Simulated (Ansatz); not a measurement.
# TaC: the cost of one run

Method: DFT PBE, scalar-relativistic, plane waves, PAW, in Ansatz 0.2.0.

The COD entry's cell or inner coordinates are ideal or old and differ from later refinements, so a difference from it is no clean test against experiment.

1 further run of the same task is left out (set aside as unsound or not needed).

### 1 The system as given

Symmetry: Fm-3m, No. 225, cubic system. The conventional cell has a = 4.475 Å, b = 4.475 Å, c = 4.475 Å, α = 90.00°, β = 90.00°, γ = 90.00°. Around Ta (site symmetry m-3m) lie 6 C at 2.24 Å. C (site symmetry m-3m) is surrounded by 6 Ta at 2.24 Å.

As a file:

```xyz
2
Lattice="0.0000 2.2376 2.2376 2.2376 0.0000 2.2376 2.2376 2.2376 0.0000" Properties=species:S:1:pos:R:3 pbc="T T T"
Ta    0.0000    0.0000    0.0000
C     2.2376    2.2376    2.2376
```

This cell was relaxed beforehand with the same method: volume 11.20 Å³/atom, gap on the mesh none (metal).

### 2 Bands, states and charges

input.yaml reads:

```yaml
crystal:
  lattice:
    - [0.0, 2.2376006039, 2.2376006039]
    - [2.2376006039, 0.0, 2.2376006039]
    - [2.2376006039, 2.2376006039, 0.0]
  atoms:
    - { symbol: Ta, position: [0.0, 0.0, 0.0] }
    - { symbol: C, position: [0.5, 0.5, 0.5] }
basis:
  ecutwfc: 420
kpoints:
  mp_grid: { grid: [16, 16, 16] }
  band_path:
    path:
      - [[0.0, 0.0, 0.0], [0.5, 0.0, 0.5], [0.625, 0.25, 0.625]]
      - [[0.375, 0.375, 0.75], [0.0, 0.0, 0.0], [0.5, 0.5, 0.5], [0.5, 0.25, 0.75], [0.5, 0.0, 0.5]]
    npoints: 14
hamiltonian:
  xc: pbe
scf:
  occupations: { method: gaussian, width: 0.1 }
  n_extra_bands: 6
output:
  forces: true
  stress: true
  eigenvalues: true
  populations: true
  dos: { projected: true, de: 0.02, nscf_kmesh: { grid: [24, 24, 24] } }
  bader: true
  write_density: true
  write_potential: true
  elf: true
  volumetric_format: npy
```

On the command line:

```
$ ansatz run input.yaml --threads 1 --pin off --max-ram 2560MiB --backend cpu --events-out ev --progress --plain --runs-dir out
```

**Question.** How long does this run take on 1 thread of Arm Neoverse V1, shared host, and how much memory does it need?

About 25 s, with a peak of 0.33 GiB.
